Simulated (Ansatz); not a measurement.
# Residual resistivity of an alloy: Al(111) with 4 layers of random Al-Zn, 2x2

How strongly does chemical disorder scatter in Al(111) with 4 layers of random Al-Zn, 2x2?

Program: Ansatz 0.2.0. Level of theory: Ansatz plane-wave DFT, PBE, PAW files; ballistic transport by layer matching (Landauer), zero bias; PAW set soft_1. Results are calculated unless marked as measured.

### Step 1. The structure

The cell holds 40 atoms: 32 Al and 8 Zn. Its edges and angles: a = 5.725 Å, b = 5.725 Å, c = 23.429 Å, α = 93.5°, β = 86.5°, γ = 120.0°. It derives from Al. Regions: lead, 24 atoms (24 Al); scattering region, 16 atoms (8 Zn and 8 Al). The structure is stacked along c, and the current runs across the ab planes.

### Step 2. With 4 alloy layers

In 4 layers a share of 0.5 of the sites is given to Zn at random. The layers about the cell's end stay perfect and serve as the lead. Disorder leaves little or no symmetry, which makes such runs dear. Energies from -0.05 to 0.05 eV in steps of 0.05 eV are too few for the program's thermal sum, so it prints no conductance; for a metal the transmission near the Fermi level serves, at a fraction of the cost.

File input.yaml:

```yaml
crystal:
  lattice:
    - [5.7246940741, 0.0, 0.0]
    - [-2.862347037, 4.957730497, 0.0]
    - [1.4311735185, -0.8262884162, 23.3709656917]
  atoms:
    - { symbol: Al, position: [0.9916666667, 0.0083333333, 0.05] }
    - { symbol: Al, position: [0.9916666667, 0.5083333333, 0.05] }
    - { symbol: Al, position: [0.4916666667, 0.0083333333, 0.05] }
    - { symbol: Al, position: [0.4916666667, 0.5083333333, 0.05] }
    - { symbol: Al, position: [0.1416666667, 0.3583333333, 0.15] }
    - { symbol: Al, position: [0.1416666667, 0.8583333333, 0.15] }
    - { symbol: Al, position: [0.6416666667, 0.3583333333, 0.15] }
    - { symbol: Al, position: [0.6416666667, 0.8583333333, 0.15] }
    - { symbol: Al, position: [0.2916666667, 0.2083333333, 0.25] }
    - { symbol: Al, position: [0.2916666667, 0.7083333333, 0.25] }
    - { symbol: Al, position: [0.7916666667, 0.2083333333, 0.25] }
    - { symbol: Al, position: [0.7916666667, 0.7083333333, 0.25] }
    - { symbol: Zn, position: [0.9416666667, 0.0583333333, 0.35] }
    - { symbol: Al, position: [0.9416666667, 0.5583333333, 0.35] }
    - { symbol: Al, position: [0.4416666667, 0.0583333333, 0.35] }
    - { symbol: Al, position: [0.4416666667, 0.5583333333, 0.35] }
    - { symbol: Zn, position: [0.0916666667, 0.4083333333, 0.45] }
    - { symbol: Al, position: [0.0916666667, 0.9083333333, 0.45] }
    - { symbol: Zn, position: [0.5916666667, 0.4083333333, 0.45] }
    - { symbol: Zn, position: [0.5916666667, 0.9083333333, 0.45] }
    - { symbol: Zn, position: [0.2416666667, 0.2583333333, 0.55] }
    - { symbol: Al, position: [0.2416666667, 0.7583333333, 0.55] }
    - { symbol: Al, position: [0.7416666667, 0.2583333333, 0.55] }
    - { symbol: Al, position: [0.7416666667, 0.7583333333, 0.55] }
    - { symbol: Zn, position: [0.8916666667, 0.1083333333, 0.65] }
    - { symbol: Zn, position: [0.8916666667, 0.6083333333, 0.65] }
    - { symbol: Al, position: [0.3916666667, 0.1083333333, 0.65] }
    - { symbol: Zn, position: [0.3916666667, 0.6083333333, 0.65] }
    - { symbol: Al, position: [0.0416666667, 0.4583333333, 0.75] }
    - { symbol: Al, position: [0.0416666667, 0.9583333333, 0.75] }
    - { symbol: Al, position: [0.5416666667, 0.4583333333, 0.75] }
    - { symbol: Al, position: [0.5416666667, 0.9583333333, 0.75] }
    - { symbol: Al, position: [0.1916666667, 0.3083333333, 0.85] }
    - { symbol: Al, position: [0.1916666667, 0.8083333333, 0.85] }
    - { symbol: Al, position: [0.6916666667, 0.3083333333, 0.85] }
    - { symbol: Al, position: [0.6916666667, 0.8083333333, 0.85] }
    - { symbol: Al, position: [0.8416666667, 0.1583333333, 0.95] }
    - { symbol: Al, position: [0.8416666667, 0.6583333333, 0.95] }
    - { symbol: Al, position: [0.3416666667, 0.1583333333, 0.95] }
    - { symbol: Al, position: [0.3416666667, 0.6583333333, 0.95] }
kpoints:
  mp_grid: { grid: [5, 5, 1] }
hamiltonian:
  xc: pbe
  pseudopotentials: { kind: paw, azcp: { folder: soft_1 } }
scf:
  occupations: { method: fermi_dirac, width: 0.1 }
output:
  transmission:
    leads: [[0, 4]]
    kmesh: [10, 10]
    e_range: [-0.05, 0.05]
    de: 0.05
  write_potential: true
  write_density: true
  volumetric_format: npy
```

On the command line:

```bash
> ansatz run input.yaml --threads 4 --pin off --max-ram 15360MiB --backend cpu --events-out ev --progress --plain --runs-dir out
```

Numbers of over 12 decimals in the logs are rounded to 6 here.

Log:

```text
Engine: ansatz 0.2.0, x86_64-unknown-linux-gnu
Pseudopotentials: kind: paw
Pseudopotential: Al, paw, valence charge 3, recommended cutoff 420 eV (normal), soft_1/Al.paw.azcp
Pseudopotential: Zn, paw, valence charge 12, recommended cutoff 420 eV (normal), soft_1/Zn.paw.azcp
Functional definition: PBE
  parameter kappa = 0.804
  parameter beta = 0.066725
  exchange = pbe_x(kappa = kappa, mu = beta*pi^2/3)
  correlation = pbe_c(beta = beta)
Crystal: 40 atoms, lattice volume = 663.303 Å³
Basis set: ecut = 420 eV, 13043 PW (Γ)
Bands: 136, of which v1, the nominal top of the filled ones, is band 96 counted from 1 (95 counted from 0)
Symmetry: 1 space group operations
Space group: P1 (ITA 1), of the structure as read, at distance tolerance 8.7e-5 Å
k-points: 13 of 25 (time reversal used)
Non-local potential: Al, projectors of the file, l = 0: 2, l = 1: 2, l = 2: 1
Non-local potential: Zn, projectors of the file, l = 0: 2, l = 1: 2, l = 2: 3, l = 3: 1
PAW form: soft (Blöchl's): semilocal exchange-correlation on the pseudo side does not see the compensation charge
PAW one-centre angular grid: Al, 110 points (default); XC on 64 Gauss nodes
PAW one-centre angular grid: Zn, 590 points (default); XC on 64 Gauss nodes
Initial density: superposition of atomic densities (chi_scale 0.1, normalization cell, long waves kept (reshape's long-wave potential 0.67 eV rms))
Initial wavefunctions: pseudopotential atomic-orbital guess
Functional: x = pbe(κ = 0.804, μ = 0.219515), c = pbe(β = 0.066725)
SCF iter   1: F=—  HF=-43769.328880 eV  |F-HF|=—  |Δ(HF+E_count)|=         —  Δρ=6.41e-2  dr2=8.08e2  ethr=3.10e-3  ⟨swp⟩=7.5  Hψ=9337  notcnv=0  defer=67
preconditioner: auto → Kerker (q_TF=auto, 2.219 Å⁻¹)  [metal: Δε(μ)=0.020 eV  Ē_g=6.661 eV  σ=0.100 eV  W_gap=0.05  n_scr=110 (ndim 8)  ℏωp=20.0 eV  f_vac=0.000  D(μ)=17.11/eV (n_scr^D=94)]
SCF iter   2: F=—  HF=-43757.319531 eV  |F-HF|=—  |Δ(HF+E_count)|=    1.20e1  Δρ=3.40e-2  dr2=2.11e2  ethr=3.10e-3  ⟨swp⟩=4.2  Hψ=3924  notcnv=0  defer=134
SCF iter   3: F=—  HF=-43754.202314 eV  |F-HF|=—  |Δ(HF+E_count)|=    3.12e0  Δρ=3.16e-2  dr2=3.24e1  ethr=3.10e-3  ⟨swp⟩=3.5  Hψ=3768  notcnv=0  defer=143
SCF iter   4: F=—  HF=-43751.915463 eV  |F-HF|=—  |Δ(HF+E_count)|=    2.29e0  Δρ=6.85e-3  dr2=2.69e-1  ethr=3.10e-3  ⟨swp⟩=3.9  Hψ=3846  notcnv=0  defer=136
SCF iter   5: F=—  HF=-43751.928705 eV  |F-HF|=—  |Δ(HF+E_count)|=   1.32e-2  Δρ=2.60e-3  dr2=8.82e-2  ethr=1.40e-4  ⟨swp⟩=3.5  Hψ=3620  notcnv=0  defer=129
SCF iter   6: F=—  HF=-43751.918417 eV  |F-HF|=—  |Δ(HF+E_count)|=   1.03e-2  Δρ=7.00e-4  dr2=5.38e-3  ethr=4.59e-5  ⟨swp⟩=2.4  Hψ=2167  notcnv=0  defer=129
SCF iter   7: F=—  HF=-43751.918873 eV  |F-HF|=—  |Δ(HF+E_count)|=   4.56e-4  Δρ=7.74e-4  dr2=2.33e-3  ethr=2.80e-6  ⟨swp⟩=2.0  Hψ=2774  notcnv=0  defer=129
SCF iter   8: F=—  HF=-43751.918105 eV  |F-HF|=—  |Δ(HF+E_count)|=   7.68e-4  Δρ=1.79e-4  dr2=2.33e-4  ethr=1.21e-6  ⟨swp⟩=2.0  Hψ=2298  notcnv=0  defer=129
SCF iter   9: F=—  HF=-43751.918100 eV  |F-HF|=—  |Δ(HF+E_count)|=   4.35e-6  Δρ=2.40e-5  dr2=4.24e-6  ethr=1.22e-7  ⟨swp⟩=2.5  Hψ=2870  notcnv=0  defer=129
SCF iter  10: F=—  HF=-43751.918130 eV  |F-HF|=—  |Δ(HF+E_count)|=   2.99e-5  Δρ=2.12e-5  dr2=2.24e-6  ethr=2.21e-9  ⟨swp⟩=2.0  Hψ=2920  notcnv=0  defer=129
SCF iter  11: F=—  HF=-43751.918130 eV  |F-HF|=—  |Δ(HF+E_count)|=   6.24e-7  Δρ=9.38e-6  dr2=5.51e-7  ethr=1.17e-9  ⟨swp⟩=2.0  Hψ=2423  notcnv=0  defer=129
SCF iter  12: F=-43751.918129 eV  HF=-43751.918129 eV  |F-HF|=5.16e-8  |Δ(HF+E_count)|=   1.14e-7  Δρ=2.90e-6  dr2=5.19e-8  ethr=5.21e-11  ⟨swp⟩=15.7  Hψ=9528  notcnv=0
SCF 1 converged in 12 iterations: F = -43751.918129 eV  dr2 = 5.19e-8
  greatest PAW one-centre occupation: 0.981 electrons in one spin orbital (limit 2), on the Zn atom at site 18 (counted from 0), in its partial waves of l = 2
transmission: 162 of 1560 steps passed
transmission: 315 of 1560 steps passed
[...]
transmission: 1560 of 1560 steps passed
SCF converged after 12 iterations
Free energy (F): -43751.918129 eV
Harris-Foulkes:  -43751.918129 eV  (|F-HF|=5.16e-8)
Internal energy: -43751.378472 eV  (E = F + TS)
E sigma→0 (E₀):  -43751.648301 eV
Entropy (-TS):   -0.539657 eV (-13.491 meV/atom)
Fermi energy:    8.306249 eV
--- Per-component energies (eV) ---
  E_band       = 518.497357
  E_kinetic    = 1885.494065
  E_local      = -41904.561247  (includes V_loc(G=0)·N_el)
  E_nonlocal   = 6853.362012
  E_hartree    = 19231.948759
  E_xc         = -1829.295692
  E_vxc        = -1336.286081  (∫ρ·V_xc dr)
  E_paw        = -30184.943427  (= ΣΔE_a)
  E_vpaw       = -3443.460160  (= ΣTr[D̂ρ^β])
  E_aug_tail   = -0.002154  (compensation charges beyond the density's cutoff)
  E_ewald      = 2196.619212
  E_smearing   = -0.539657  (= −TS)
  E_closure    = -0.000000  (closes the sum)
  Σ components = -43751.918129   (vs F -43751.918129, Δ=0.00e0)
--- Band table (eV; the first three rows and the last of 13) ---
  k-point 0: bands = [... 92 lower, 7.0331, 7.0756, 7.1176, 7.1444, 7.2226, 7.3610, 7.3670, 7.9195, ... 36 higher]
  k-point 1: bands = [... 92 lower, 7.2345, 7.4192, 7.4718, 7.5128, 7.6068, 7.6335, 7.8485, 8.2270, ... 36 higher]
  k-point 2: bands = [... 92 lower, 8.2719, 8.3732, 8.3775, 8.5216, 8.5446, 8.6773, 8.7012, 8.8102, ... 36 higher]
  k-point 12: bands = [... 92 lower, 7.9584, 8.1094, 8.2388, 8.3313, 8.4333, 8.4771, 8.5063, 8.6517, ... 36 higher]
--- Transmission ---
  basis      : 253 plane waves across, 30 finite elements along
  points     : 52, standing for a mesh of 10 x 10
  energies   : 3 from -0.050000 to 0.050000 eV about the Fermi level, 0.050000 eV apart; the leads are filled to 0.000000 eV, and channels, transmission and decay are at 0.000000 eV
  crystal 0  : Al4, at the sites [0, 4], period 2.3371 Å, over 14.02 Å; its Hamiltonian steps by up to 16.6 meV
    offset         : up to 0.0000 Å between an atom of the period and one for which it stands
    channels       : 5.410000e0 a spin
    conductance    : none, the energies end too early or step too widely for 300 K: set another output.transmission.e_range or a lower de, or, where they end at an eighth of basis.ecutwfc, a higher one
  junction   : crystal 0 to crystal 0, 0.70 to 21.73 Å
    transmission   : 3.927935e0 a spin
    conductance    : none, the energies end too early or step too widely for 300 K: set another output.transmission.e_range or a lower de, or, where they end at an eighth of basis.ecutwfc, a higher one
```

Run time: 3.3 min. Hardware: 4 threads of Intel Xeon Platinum 8559C (Emerald Rapids), shared host; peak memory 2.4 GiB.

This step gave:

| Quantity | Value |
| --- | --- |
| free energy | -43751.9181 eV |
| energy at zero smearing | -43751.6483 eV |
| Fermi energy | 8.306 eV |
| cell area | 28.38 Å² |
| transmission per spin nearest the Fermi level | 3.928 |
| open channels per spin nearest the Fermi level | 5.41 |
| step of the lead's potential | 16.6 meV |

Per spin. Transmission, zone mean against energy, zero at the Fermi level:

| energy (eV) | transmission, zone mean |
| --- | --- |
| -0.0500 | 3.89 |
| 0.0000 | 3.93 |
| 0.0500 | 3.94 |

Per spin. Open channels, zone mean, lead against energy, zero at the Fermi level:

| energy (eV) | open channels, zone mean, lead |
| --- | --- |
| -0.0500 | 5.23 |
| 0.0000 | 5.41 |
| 0.0500 | 5.59 |

Transmission over k1 and k2. At 0.0000 eV from the Fermi level.

Values, 10 rows by 10 columns:
```
3.75 4.18 4.13 4.18 4.17 4.15 3.80 2.98 2.98 2.98
3.12 3.93 3.42 4.66 4.67 3.56 3.91 3.15 3.00 2.99
3.15 3.72 4.76 4.75 4.55 4.76 4.75 3.70 3.16 2.98
3.76 4.00 4.77 4.57 4.96 4.96 4.55 4.76 3.94 3.76
2.83 4.14 3.53 4.79 4.98 5.65 4.98 4.79 3.53 4.14
3.76 3.76 3.94 4.76 4.55 4.96 4.96 4.57 4.77 4.00
3.15 2.98 3.16 3.70 4.75 4.76 4.55 4.75 4.76 3.72
3.12 2.99 3.00 3.15 3.91 3.56 4.67 4.66 3.42 3.93
3.75 2.98 2.98 2.98 3.80 4.15 4.17 4.18 4.13 4.18
2.98 3.75 3.08 3.12 3.77 2.95 3.77 3.12 3.08 3.75
```
Columns: k1 (b1) from -0.5 to 0.4; rows upwards: k2 (b2) from -0.5 to 0.4.

Open channels over k1 and k2. At 0.0000 eV from the Fermi level.

Ten even steps from '0' (3.00) to '9' (7.00):
```
5775775020
2759957222
2599999520
5799779975
2759797957
5579977997
2025999995
2222759957
5020577577
2522525225
```
Columns: k1 (b1) from -0.5 to 0.4; rows upwards: k2 (b2) from -0.5 to 0.4.

Over the solved energies the transmission per spin lies between 3.89 and 3.94, out of 5.41 channels of the lead on average (up to 5.59).

### Step 3. With 8 alloy layers

In 8 layers a share of 0.5 of the sites is given to Zn at random. A fresh draw is used; the growth of the resistance with length is what counts.

System of this step: Al(111) with 8 layers of random Al-Zn, 2x2. The cell holds 56 atoms: 40 Al and 16 Zn. Cell: a = 5.725 Å, b = 5.725 Å, c = 32.761 Å, α = 87.5°, β = 92.5°, γ = 120.0°. It derives from Al. Regions: lead, 24 atoms (24 Al); scattering region, 32 atoms (16 Al and 16 Zn). The structure is stacked along c, and the current runs across the ab planes.

File input.yaml:

```yaml
crystal:
  lattice:
    - [5.7246940741, 0.0, 0.0]
    - [-2.862347037, 4.957730497, 0.0]
    - [-1.4311735185, 0.8262884162, 32.7193519684]
  atoms:
    - { symbol: Al, position: [0.005952381, 0.994047619, 0.0357142857] }
    - { symbol: Al, position: [0.005952381, 0.494047619, 0.0357142857] }
    - { symbol: Al, position: [0.505952381, 0.994047619, 0.0357142857] }
    - { symbol: Al, position: [0.505952381, 0.494047619, 0.0357142857] }
    - { symbol: Al, position: [0.1845238095, 0.3154761905, 0.1071428571] }
    - { symbol: Al, position: [0.1845238095, 0.8154761905, 0.1071428571] }
    - { symbol: Al, position: [0.6845238095, 0.3154761905, 0.1071428571] }
    - { symbol: Al, position: [0.6845238095, 0.8154761905, 0.1071428571] }
    - { symbol: Al, position: [0.3630952381, 0.1369047619, 0.1785714286] }
    - { symbol: Al, position: [0.3630952381, 0.6369047619, 0.1785714286] }
    - { symbol: Al, position: [0.8630952381, 0.1369047619, 0.1785714286] }
    - { symbol: Al, position: [0.8630952381, 0.6369047619, 0.1785714286] }
    - { symbol: Al, position: [0.0416666667, 0.9583333333, 0.25] }
    - { symbol: Al, position: [0.0416666667, 0.4583333333, 0.25] }
    - { symbol: Al, position: [0.5416666667, 0.9583333333, 0.25] }
    - { symbol: Zn, position: [0.5416666667, 0.4583333333, 0.25] }
    - { symbol: Zn, position: [0.2202380952, 0.2797619048, 0.3214285714] }
    - { symbol: Al, position: [0.2202380952, 0.7797619048, 0.3214285714] }
    - { symbol: Zn, position: [0.7202380952, 0.2797619048, 0.3214285714] }
    - { symbol: Al, position: [0.7202380952, 0.7797619048, 0.3214285714] }
    - { symbol: Zn, position: [0.3988095238, 0.1011904762, 0.3928571429] }
    - { symbol: Zn, position: [0.3988095238, 0.6011904762, 0.3928571429] }
    - { symbol: Al, position: [0.8988095238, 0.1011904762, 0.3928571429] }
    - { symbol: Zn, position: [0.8988095238, 0.6011904762, 0.3928571429] }
    - { symbol: Al, position: [0.0773809524, 0.9226190476, 0.4642857143] }
    - { symbol: Al, position: [0.0773809524, 0.4226190476, 0.4642857143] }
    - { symbol: Al, position: [0.5773809524, 0.9226190476, 0.4642857143] }
    - { symbol: Zn, position: [0.5773809524, 0.4226190476, 0.4642857143] }
    - { symbol: Zn, position: [0.255952381, 0.244047619, 0.5357142857] }
    - { symbol: Zn, position: [0.255952381, 0.744047619, 0.5357142857] }
    - { symbol: Zn, position: [0.755952381, 0.244047619, 0.5357142857] }
    - { symbol: Zn, position: [0.755952381, 0.744047619, 0.5357142857] }
    - { symbol: Al, position: [0.4345238095, 0.0654761905, 0.6071428571] }
    - { symbol: Al, position: [0.4345238095, 0.5654761905, 0.6071428571] }
    - { symbol: Zn, position: [0.9345238095, 0.0654761905, 0.6071428571] }
    - { symbol: Zn, position: [0.9345238095, 0.5654761905, 0.6071428571] }
    - { symbol: Zn, position: [0.1130952381, 0.8869047619, 0.6785714286] }
    - { symbol: Al, position: [0.1130952381, 0.3869047619, 0.6785714286] }
    - { symbol: Al, position: [0.6130952381, 0.8869047619, 0.6785714286] }
    - { symbol: Al, position: [0.6130952381, 0.3869047619, 0.6785714286] }
    - { symbol: Al, position: [0.2916666667, 0.2083333333, 0.75] }
    - { symbol: Al, position: [0.2916666667, 0.7083333333, 0.75] }
    - { symbol: Zn, position: [0.7916666667, 0.2083333333, 0.75] }
    - { symbol: Zn, position: [0.7916666667, 0.7083333333, 0.75] }
    - { symbol: Al, position: [0.4702380952, 0.0297619048, 0.8214285714] }
    - { symbol: Al, position: [0.4702380952, 0.5297619048, 0.8214285714] }
    - { symbol: Al, position: [0.9702380952, 0.0297619048, 0.8214285714] }
    - { symbol: Al, position: [0.9702380952, 0.5297619048, 0.8214285714] }
    - { symbol: Al, position: [0.1488095238, 0.8511904762, 0.8928571429] }
    - { symbol: Al, position: [0.1488095238, 0.3511904762, 0.8928571429] }
    - { symbol: Al, position: [0.6488095238, 0.8511904762, 0.8928571429] }
    - { symbol: Al, position: [0.6488095238, 0.3511904762, 0.8928571429] }
    - { symbol: Al, position: [0.3273809524, 0.1726190476, 0.9642857143] }
    - { symbol: Al, position: [0.3273809524, 0.6726190476, 0.9642857143] }
    - { symbol: Al, position: [0.8273809524, 0.1726190476, 0.9642857143] }
    - { symbol: Al, position: [0.8273809524, 0.6726190476, 0.9642857143] }
kpoints:
  mp_grid: { grid: [5, 5, 1] }
hamiltonian:
  xc: pbe
  pseudopotentials: { kind: paw, azcp: { folder: soft_1 } }
scf:
  occupations: { method: fermi_dirac, width: 0.1 }
output:
  transmission:
    leads: [[0, 4]]
    kmesh: [10, 10]
    e_range: [-0.05, 0.05]
    de: 0.05
  write_potential: true
  write_density: true
  volumetric_format: npy
```

Log:

```text
[...]
Crystal: 56 atoms, lattice volume = 928.624 Å³
Basis set: ecut = 420 eV, 18271 PW (Γ)
Bands: 212, of which v1, the nominal top of the filled ones, is band 156 counted from 1 (155 counted from 0)
Symmetry: 1 space group operations
[...]
k-points: 13 of 25 (time reversal used)
[...]
SCF iter   1: F=—  HF=-74637.084123 eV  |F-HF|=—  |Δ(HF+E_count)|=         —  Δρ=6.98e-2  dr2=2.98e3  ethr=3.10e-3  ⟨swp⟩=7.6  Hψ=14212  notcnv=0  defer=160
[...]
SCF iter  13: F=-74604.066397 eV  HF=-74604.066397 eV  |F-HF|=4.82e-8  |Δ(HF+E_count)|=   9.92e-9  Δρ=1.62e-6  dr2=5.59e-8  ethr=3.21e-11  ⟨swp⟩=16.3  Hψ=14010  notcnv=0
SCF 1 converged in 13 iterations: F = -74604.066397 eV  dr2 = 5.59e-8
[...]
transmission: 230 of 2288 steps passed
transmission: 458 of 2288 steps passed
[...]
transmission: 2288 of 2288 steps passed
SCF converged after 13 iterations
Free energy (F): -74604.066397 eV
[...]
Internal energy: -74603.358486 eV  (E = F + TS)
E sigma→0 (E₀):  -74603.712441 eV
Entropy (-TS):   -0.707911 eV (-12.641 meV/atom)
Fermi energy:    8.469624 eV
[...]
--- Band table (eV; the first three rows and the last of 13) ---
  k-point 0: bands = [... 152 lower, 7.0452, 7.0835, 7.1449, 7.1509, 7.3157, 7.3838, 7.3903, 7.6996, ... 52 higher]
  k-point 1: bands = [... 152 lower, 7.4212, 7.5112, 7.6341, 7.6939, 7.7191, 7.8831, 7.9564, 8.1859, ... 52 higher]
  k-point 2: bands = [... 152 lower, 8.4758, 8.5526, 8.5722, 8.7279, 8.7628, 8.7903, 8.8764, 8.9425, ... 52 higher]
  k-point 12: bands = [... 152 lower, 8.2457, 8.3909, 8.5714, 8.6024, 8.6262, 8.7339, 8.8002, 8.8557, ... 52 higher]
--- Transmission ---
  basis      : 253 plane waves across, 44 finite elements along
  points     : 52, standing for a mesh of 10 x 10
[...]
channels       : 5.530000e0 a spin
[...]
junction   : crystal 0 to crystal 0, 0.70 to 31.08 Å
    transmission   : 3.529301e0 a spin
[...]
```

It took 4.6 min on 4 threads; peak memory 4.5 GiB; 18 min of CPU time.

Numbers from this step:

* free energy: -74604.0664 eV
* energy at zero smearing: -74603.7124 eV
* Fermi energy: 8.470 eV
* transmission per spin nearest the Fermi level: 3.529
* open channels per spin nearest the Fermi level: 5.53
* step of the lead's potential: 21.3 meV

Per spin. The transmission, zone mean by energy, zero at the Fermi level:

| energy (eV) | transmission, zone mean |
| --- | --- |
| -0.0500 | 3.50 |
| 0.0000 | 3.53 |
| 0.0500 | 3.58 |

Over the solved energies the transmission per spin lies between 3.50 and 3.58, out of 5.47 channels of the lead on average (up to 5.59).

(Continued in part 2 of 2.)

[Logs are printed without paths, hosts, clocks, repeated set-up lines and the standing remarks that a program may print on its own settings, such as how far it seeks lower states.]

[Hosts, paths, dates, database ids (printed as entryN), source tags and the programs' standing remarks are cut or masked in the printed files.]
